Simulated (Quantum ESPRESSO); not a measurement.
# Tc (P-1) in Quantum ESPRESSO: convergence with wavefunction cutoff

Aim: find how far wavefunction cutoff must go before the results for Tc settle, at PBE. This setting moves, with any that are tied to it; all else stays.

All numbers are computed with Quantum ESPRESSO 7.5; they aren't measurements. Logs are shortened: lines on timing, memory, paths and dates and some standing lists are left out, and cuts for length are marked.

## 1. The cell of the first run

The typed cell holds 2 atoms: a = 2.740 Å, b = 2.740 Å, c = 4.398 Å, α = 90.00°, β = 90.00°, γ = 120.00°.

The cell isn't the ideal one: atoms moved at random, drawn with an rms of 0.05 Å.

## 2. With wavefunction cutoff 14 Ry

Input file pw.in:

```
&CONTROL
  calculation = 'scf'
  prefix = 'pwscf'
  outdir = './tmp'
  pseudo_dir = './pseudo'
  tprnfor = .true.
  tstress = .true.
  disk_io = 'nowf'
/
&SYSTEM
  ibrav = 0
  nat = 2
  ntyp = 1
  ecutwfc = 14
  ecutrho = 216
  nbnd = 22
  occupations = 'smearing'
  smearing = 'mv'
  degauss = 0.00734986
/
&ELECTRONS
  conv_thr = 4d-10
  electron_maxstep = 120
  mixing_beta = 0.5
/
ATOMIC_SPECIES
Tc    97.9072 Tc.GGA_PBE-JTH.UPF
CELL_PARAMETERS angstrom
   2.7400000000    0.0000000000    0.0000000000
  -1.3700000000    2.3729096064    0.0000000000
   0.0000000000    0.0000000000    4.3980000000
ATOMIC_POSITIONS crystal
Tc     0.6499490000    0.3300850000    0.7450650000
Tc     0.3411890000    0.6657310000    0.2615210000
K_POINTS automatic
11 11 6 0 0 0
```

Potentials or basis: JTH 2.0 PBE.

Launch:

```sh
$ OMP_NUM_THREADS=1 pw.x -in pw.in > pw.out
```

Wall time 29 s (1 thread of Arm Neoverse V1, shared host); peak memory 0.08 GiB.

What came out:

* Free energy: -10759.1594 eV
* Pressure: -626.1 GPa
* Largest force: 1.599 eV/Å
* Band gap on the k mesh: none (metal or under the smearing width)

## 3. With wavefunction cutoff 18 Ry

Changes to pw.in since step 2:

```diff
@@ -13,3 +13,3 @@
   ntyp = 1
-  ecutwfc = 14
+  ecutwfc = 18
   ecutrho = 216
```

Potentials or basis: JTH 2.0 PBE.

Launch:

```sh
$ OMP_NUM_THREADS=1 pw.x -in pw.in > pw.out
```

Run time: 36 s. Hardware: 1 thread of Arm Neoverse V1, shared host; peak memory 0.09 GiB.

Results:

| Quantity | Value |
| --- | --- |
| Free energy | -10781.3796 eV |
| Pressure | -99.7 GPa |
| Largest force | 0.515 eV/Å |
| Band gap on the k mesh | none (metal or under the smearing width) |

## 4. With wavefunction cutoff 22 Ry

Changes to pw.in since step 3:

```diff
@@ -13,3 +13,3 @@
   ntyp = 1
-  ecutwfc = 18
+  ecutwfc = 22
   ecutrho = 216
```

Launch:

```sh
$ OMP_NUM_THREADS=1 pw.x -in pw.in > pw.out
```

Wall time 40 s (1 thread of Arm Neoverse V1, shared host); peak memory 0.1 GiB.

Results:

```yaml
Free_energy: -10783.8363 eV
Pressure: -7.5 GPa
Largest_force: 0.238 eV/Å
Band_gap_on_the_k_mesh: none (metal or under the smearing width)
```

## 5. With wavefunction cutoff 25 Ry

Changes to pw.in since step 4:

```diff
@@ -13,3 +13,3 @@
   ntyp = 1
-  ecutwfc = 22
+  ecutwfc = 25
   ecutrho = 216
```

Launch:

```sh
$ OMP_NUM_THREADS=1 pw.x -in pw.in > pw.out
```

It took 70 s on 1 thread of Arm Neoverse V1, shared host; peak memory 0.11 GiB.

Results:

- Free energy: -10783.9904 eV
- Pressure: 2.5 GPa
- Largest force: 0.234 eV/Å
- Band gap on the k mesh: none (metal or under the smearing width)

## 6. With wavefunction cutoff 29 Ry

Changes to pw.in since step 5:

```diff
@@ -13,4 +13,4 @@
   ntyp = 1
-  ecutwfc = 25
-  ecutrho = 216
+  ecutwfc = 29
+  ecutrho = 232
   nbnd = 22
```

Potentials or basis: JTH 2.0 PBE.

Launch:

```sh
$ OMP_NUM_THREADS=1 pw.x -in pw.in > pw.out
```

Run time: 80 s. Hardware: 1 thread of Arm Neoverse V1, shared host; peak memory 0.13 GiB.

Results (log left out):

| Item | Value |
| --- | --- |
| Free energy | -10784.0037 eV |
| Pressure | 3.0 GPa |
| Largest force | 0.234 eV/Å |
| Band gap on the k mesh | none (metal or under the smearing width) |

## 7. With wavefunction cutoff 32 Ry

Changes to pw.in since step 6:

```diff
@@ -13,4 +13,4 @@
   ntyp = 1
-  ecutwfc = 29
-  ecutrho = 232
+  ecutwfc = 32
+  ecutrho = 256
   nbnd = 22
```

Launch:

```sh
$ OMP_NUM_THREADS=1 pw.x -in pw.in > pw.out
```

Wall time 74 s (1 thread of Arm Neoverse V1, shared host); peak memory 0.14 GiB.

It converged, with:

```yaml
Free_energy: -10784.0165 eV
Pressure: 2.8 GPa
Largest_force: 0.234 eV/Å
Band_gap_on_the_k_mesh: none (metal or under the smearing width)
```

## 8. With wavefunction cutoff 36 Ry

Changes to pw.in since step 7:

```diff
@@ -13,4 +13,4 @@
   ntyp = 1
-  ecutwfc = 32
-  ecutrho = 256
+  ecutwfc = 36
+  ecutrho = 288
   nbnd = 22
```

Launch:

```sh
$ OMP_NUM_THREADS=1 pw.x -in pw.in > pw.out
```

Run time: 75 s. Hardware: 1 thread of Arm Neoverse V1, shared host; peak memory 0.16 GiB.

It converged, with:

| Quantity | Value |
| --- | --- |
| Free energy | -10784.0284 eV |
| Pressure | 3.1 GPa |
| Largest force | 0.234 eV/Å |
| Band gap on the k mesh | none (metal or under the smearing width) |

## 9. With wavefunction cutoff 43 Ry

Changes to pw.in since step 8:

```diff
@@ -13,4 +13,4 @@
   ntyp = 1
-  ecutwfc = 36
-  ecutrho = 288
+  ecutwfc = 43
+  ecutrho = 344
   nbnd = 22
```

Potentials or basis: JTH 2.0 PBE.

Launch:

```sh
$ OMP_NUM_THREADS=1 pw.x -in pw.in > pw.out
```

Wall time 2.5 min (1 thread of Arm Neoverse V1, shared host); peak memory 0.21 GiB.

It converged, with:

```yaml
Free_energy: -10784.0321 eV
Pressure: 3.2 GPa
Largest_force: 0.234 eV/Å
Band_gap_on_the_k_mesh: none (metal or under the smearing width)
```

## 10. With wavefunction cutoff 54 Ry

Changes to pw.in since step 9:

```diff
@@ -13,4 +13,4 @@
   ntyp = 1
-  ecutwfc = 43
-  ecutrho = 344
+  ecutwfc = 54
+  ecutrho = 432
   nbnd = 22
```

Potentials or basis: JTH 2.0 PBE.

Launch:

```sh
$ OMP_NUM_THREADS=1 pw.x -in pw.in > pw.out
```

pw.out:

```text
This program is part of the open-source Quantum ESPRESSO suite
     for quantum simulation of materials; please cite
         "P. Giannozzi et al., J. Phys.:Condens. Matter 21 395502 (2009);
         "P. Giannozzi et al., J. Phys.:Condens. Matter 29 465901 (2017);
         "P. Giannozzi et al., J. Chem. Phys. 152 154105 (2020);
     in publications or presentations arising from this work. More details at

     file Tc.GGA_PBE-JTH.UPF: wavefunction(s)  5S 4P 0P 4D 0D renormalized

     G-vector sticks info
     --------------------
     sticks:   dense  smooth     PW     G-vecs:    dense   smooth      PW
     Sum         805     397    121                29311    10275    1797

     Using Slab Decomposition

     bravais-lattice index     =            0
     lattice parameter (alat)  =       5.1778  a.u.
     unit-cell volume          =     192.9672 (a.u.)^3
     number of atoms/cell      =            2
     number of atomic types    =            1
     number of electrons       =        30.00
     number of Kohn-Sham states=           22
     kinetic-energy cutoff     =      54.0000  Ry
     charge density cutoff     =     432.0000  Ry
     scf convergence threshold =      4.0E-10
     mixing beta               =       0.5000
     number of iterations used =            8  plain     mixing
     Exchange-correlation= SLA PW PBX PBC
                           (   1   4   3   4   0   0   0)

     celldm(1)=   5.177850  celldm(2)=   0.000000  celldm(3)=   0.000000
     celldm(4)=   0.000000  celldm(5)=   0.000000  celldm(6)=   0.000000

     crystal axes: (cart. coord. in units of alat)
               a(1) = (   1.000000   0.000000   0.000000 )
               a(2) = (  -0.500000   0.866025   0.000000 )
               a(3) = (   0.000000   0.000000   1.605109 )

     reciprocal axes: (cart. coord. in units 2 pi/alat)
               b(1) = (  1.000000  0.577350 -0.000000 )
               b(2) = (  0.000000  1.154701  0.000000 )
               b(3) = (  0.000000 -0.000000  0.623010 )

     PseudoPot. # 1 for Tc read from file:
     Tc.GGA_PBE-JTH.UPF
     Pseudo is Projector augmented-wave + core cor, Zval = 15.0
     Generated using ATOMPAW code
     Shape of augmentation charge: SINC**2
     Using radial grid of 1078 points,  6 beta functions with:
                l(1) =   0
                l(2) =   0
                l(3) =   1
                l(4) =   1
                l(5) =   2
                l(6) =   2
     Q(r) pseudized with 0 coefficients

     atomic species   valence    mass     pseudopotential
     Tc               15.00    97.90720     Tc( 1.00)

     No symmetry found

   Cartesian axes

     site n.     atom                  positions (alat units)
         1        Tc     tau(   1) = (   0.4849065   0.2858620   1.1959109  )
         2        Tc     tau(   2) = (   0.0083235   0.5765400   0.4197698  )

     number of k points=   364  Marzari-Vanderbilt smearing, width (Ry)=  0.0073

     Number of k-points >= 100: set verbosity='high' to print them.

     Dense  grid:    29311 G-vectors     FFT dimensions: (  36,  36,  60)

     Smooth grid:    10275 G-vectors     FFT dimensions: (  25,  25,  40)

     Initial potential from superposition of free atoms

     starting charge      29.9982, renormalised to      30.0000
     Starting wfcs are   36 randomized atomic wfcs

     Self-consistent Calculation

     iteration #  1     ecut=    54.00 Ry     beta= 0.50
     Davidson diagonalization with overlap
     ethr =  1.00E-02,  avg # of iterations =  5.2

     Threshold (ethr) on eigenvalues was too large:
     Diagonalizing with lowered threshold

     Davidson diagonalization with overlap
     ethr =  8.37E-04,  avg # of iterations =  1.1

     total energy              =    -792.55908986 Ry
     estimated scf accuracy    <       0.26346028 Ry

     iteration #  2     ecut=    54.00 Ry     beta= 0.50
     Davidson diagonalization with overlap
     ethr =  8.78E-04,  avg # of iterations =  2.0

     total energy              =    -792.61151933 Ry
     estimated scf accuracy    <       0.00652486 Ry

     iteration #  3     ecut=    54.00 Ry     beta= 0.50
     Davidson diagonalization with overlap
     ethr =  2.17E-05,  avg # of iterations =  5.2

     total energy              =    -792.60962457 Ry
     estimated scf accuracy    <       0.02065104 Ry

     iteration #  4     ecut=    54.00 Ry     beta= 0.50
     Davidson diagonalization with overlap
     ethr =  2.17E-05,  avg # of iterations =  1.7

     total energy              =    -792.61177662 Ry
     estimated scf accuracy    <       0.00960236 Ry

     iteration #  5     ecut=    54.00 Ry     beta= 0.50
     Davidson diagonalization with overlap
     ethr =  2.17E-05,  avg # of iterations =  1.0

     total energy              =    -792.61249121 Ry
     estimated scf accuracy    <       0.00018148 Ry

     iteration #  6     ecut=    54.00 Ry     beta= 0.50
     Davidson diagonalization with overlap
     ethr =  6.05E-07,  avg # of iterations =  2.2

     total energy              =    -792.61250792 Ry
     estimated scf accuracy    <       0.00001827 Ry

     iteration #  7     ecut=    54.00 Ry     beta= 0.50
     Davidson diagonalization with overlap
     ethr =  6.09E-08,  avg # of iterations =  2.4

     total energy              =    -792.61251468 Ry
     estimated scf accuracy    <       0.00000527 Ry

     iteration #  8     ecut=    54.00 Ry     beta= 0.50
     Davidson diagonalization with overlap
     ethr =  1.76E-08,  avg # of iterations =  2.0

     total energy              =    -792.61251550 Ry
     estimated scf accuracy    <       0.00000008 Ry

     iteration #  9     ecut=    54.00 Ry     beta= 0.50
     Davidson diagonalization with overlap
     ethr =  2.76E-10,  avg # of iterations =  3.2

     total energy              =    -792.61251553 Ry
     estimated scf accuracy    <       0.00000004 Ry

     iteration # 10     ecut=    54.00 Ry     beta= 0.50
     Davidson diagonalization with overlap
     ethr =  1.35E-10,  avg # of iterations =  2.0

     total energy              =    -792.61251555 Ry
     estimated scf accuracy    <          7.1E-10 Ry

     iteration # 11     ecut=    54.00 Ry     beta= 0.50
     Davidson diagonalization with overlap
     ethr =  2.36E-12,  avg # of iterations =  2.0

     End of self-consistent calculation

     Number of k-points >= 100: set verbosity='high' to print the bands.

     the Fermi energy is    22.2652 ev

!    total energy              =    -792.61251555 Ry
     total all-electron energy =      -792.612516 Ry
     estimated scf accuracy    <          9.6E-11 Ry
     smearing contrib. (-TS)   =       0.00003876 Ry
     internal energy E=F+TS    =    -792.61255430 Ry

     The total energy is F=E-TS. E is the sum of the following terms:
     one-electron contribution =     -40.42350526 Ry
     hartree contribution      =      48.80236960 Ry
     xc contribution           =     -35.85471859 Ry
     ewald contribution        =    -283.09632785 Ry
     one-center paw contrib.   =    -482.04037221 Ry

     convergence has been achieved in  11 iterations

     Forces acting on atoms (cartesian axes, Ry/au):

     atom    1 type  1   force =     0.00687879    0.00011804    0.00597256
     atom    2 type  1   force =    -0.00687879   -0.00011804   -0.00597256

     Total force =     0.012884     Total SCF correction =     0.000021

     Computing stress (Cartesian axis) and pressure

          total   stress  (Ry/bohr**3)                   (kbar)     P=       31.08
   0.00018318  -0.00007412   0.00007707           26.95      -10.90       11.34
  -0.00007412   0.00022834   0.00000803          -10.90       33.59        1.18
   0.00007707   0.00000803   0.00022241           11.34        1.18       32.72

=------------------------------------------------------------------------------=
   JOB DONE.
=------------------------------------------------------------------------------=
```

It took 2.8 min on 1 thread of Arm Neoverse V1, shared host; peak memory 0.28 GiB.

What came out:

```
Free energy            : -10784.0427 eV
Pressure               : 3.1 GPa
Largest force          : 0.234 eV/Å
Band gap on the k mesh : none (metal or under the smearing width)
```

## 11. Summary

```csv
wavefunction cutoff,"energy less the tightest run, at zero smearing (meV/atom)",pressure (GPa),largest force (eV/Å),SCF cycles,CPU time (s),peak memory (GiB)
14 Ry,12441.61,-626.09,1.599,11,29,0.08
18 Ry,1331.52,-99.65,0.515,10,36,0.09
22 Ry,103.15,-7.47,0.238,10,40,0.1
25 Ry,26.13,2.50,0.234,10,70,0.11
29 Ry,19.47,3.03,0.234,10,80,0.13
32 Ry,13.06,2.83,0.234,11,74,0.14
36 Ry,7.13,3.09,0.234,11,75,0.16
43 Ry,5.27,3.19,0.234,11,150,0.21
54 Ry,0.00,3.11,0.234,11,170,0.28
```

Against the tightest run, the pressure stays within 0.1 GPa from 36 Ry on; the largest force stays within 0.005 eV/Å from 22 Ry on. Not settled before the last step: the energy (to 1 meV/atom). The tightest run that finished is the yardstick and may itself not be fully converged.
